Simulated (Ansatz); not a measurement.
The system is TiSi2.

```
CELL_PARAMETERS angstrom
-1.47287 1.71213 4.21208
1.47287 -1.71213 4.21208
1.47287 1.71213 -4.21208
ATOMIC_POSITIONS crystal
Ti 0.00000 0.00000 0.00000
Si 0.67008 0.67008 0.00000
Si 0.32992 0.32992 0.00000
```

The cell comes from a database or a generator and needn't be the stable form of this composition.

```yaml
Program: Ansatz 0.2.0
Task: relaxation of cell and atoms
Functional: PBEsol
Potentials_or_basis: Ansatz PAW
Cutoff: "420 eV (not typed: the program's choice for these potentials)"
k_mesh: 12 × 12 × 12
Occupations: fermi-dirac, width 0.05 eV
Spin: no spin polarisation
```

At the start: volume 14.16 Å³/atom.

Task: How do energy, volume and symmetry change on relaxing?

Result: It ends after 6 steps and the volume is 13.81 Å³/atom (-2.5 %); space group Immm (No. 71, to 0.05 Å).

The path:
```tsv
step	energy change (eV)	largest force (eV/Å)	volume (Å³)
1	0.0000	0.0668	42.49
2	-0.0131	0.0162	41.29
3	-0.0134	0.0017	41.44
4	-0.0132	0.0018	41.44
5	-0.0132	0.0013	41.43
6	-0.0132	0.0013	41.43
```

Final structure:
```cif
data_structure
_symmetry_space_group_name_H-M 'P 1'
_symmetry_Int_Tables_number 1
_cell_length_a 4.7297
_cell_length_b 4.7297
_cell_length_c 4.7297
_cell_angle_alpha 143.931
_cell_angle_beta 137.908
_cell_angle_gamma 56.607
_cell_volume 41.43
loop_
_atom_site_label
_atom_site_type_symbol
_atom_site_fract_x
_atom_site_fract_y
_atom_site_fract_z
_atom_site_occupancy
Ti1 Ti 0.00000 0.00000 0.00000 1
Si1 Si 0.66938 0.66938 0.00000 1
Si2 Si 0.33062 0.33062 0.00000 1
```

Caveat: the plane-wave basis is chosen anew once the cell has moved, so the energies of steps on either side of that aren't comparable; the PAW data sets come from PBE, with cores solved anew for the run's functional, which leaves a small shift of forces and pressure.
